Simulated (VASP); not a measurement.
Set up this calculation in VASP 6.6.1, as the native input.

```
Task                   : single point
Functional             : PBE
Potentials or basis    : VASP PAW PBE potentials, release 64 (B, P)
Cutoff                 : 520 eV
k mesh                 : 6 × 7 × 8
Occupations            : gaussian, width 0.02 eV
Spin                   : no spin polarisation
Dipole correction      : no
Further INCAR settings : ALGO = Fast; EDIFF = 1e-06; NBANDS = 31
```

The structure of BP lies in POSCAR:

```
BP
1.0
    6.1213420000     -0.3082330000      0.2306390000
   -0.2919790000      4.8859170000      0.7410800000
    0.2010930000      0.7438350000      4.5405540000
B P
5 5
Direct
    0.4241299518      0.5373392090      0.6015818967
    0.9265721904      0.3020080227      0.8338814835
    0.4903260340      0.5571655366      0.2248378541
    0.2108613750      0.2518022212      0.8272556888
    0.5053192545      0.7380794421      0.8281615002
    0.7177305534      0.2975522882      0.1865414682
    0.3606958574      0.1970454063      0.1882431630
    0.2594910891      0.9369304500      0.6688072570
    0.7676432476      0.0165698102      0.6462940842
    0.9773086281      0.7020946817      0.5438143874
```

The cell was built by a generator and needn't be a form met in nature.

One way to write it, as run:

INCAR

```
SYSTEM = BP
  PREC = Accurate
  ENCUT = 520
  EDIFF = 1E-6
  ISMEAR = 0
  SIGMA = 0.02
  LREAL = .False.
  LASPH = .True.
  NELM = 100
  ALGO = Fast
  ISIF = 2
  LWAVE = .False.
  LCHARG = .True.
  GGA = PE
  LELF = .True.
  LVHAR = .True.
  NBANDS = 31
```

KPOINTS

```
regular mesh
0
Gamma
  6 7 8
  0 0 0
```

Potentials or basis: VASP PAW PBE potentials, release 64 (B, P).

Launch:

```console
$ cat potpaw_PBE.64/B/POTCAR potpaw_PBE.64/P/POTCAR > POTCAR
$ mpirun -np 1 vasp_std > vasp.out
```

Results of the run:

* Pressure: -0.2 GPa
* Largest force: 0.093 eV/Å
* Band gap on the k mesh: 0.58 eV, indirect (least direct gap 1.23 eV)

Wall time 8 min on 1 thread of AMD EPYC 9R45 (Zen 5), with other jobs on the host, peak memory 0.56 GiB.
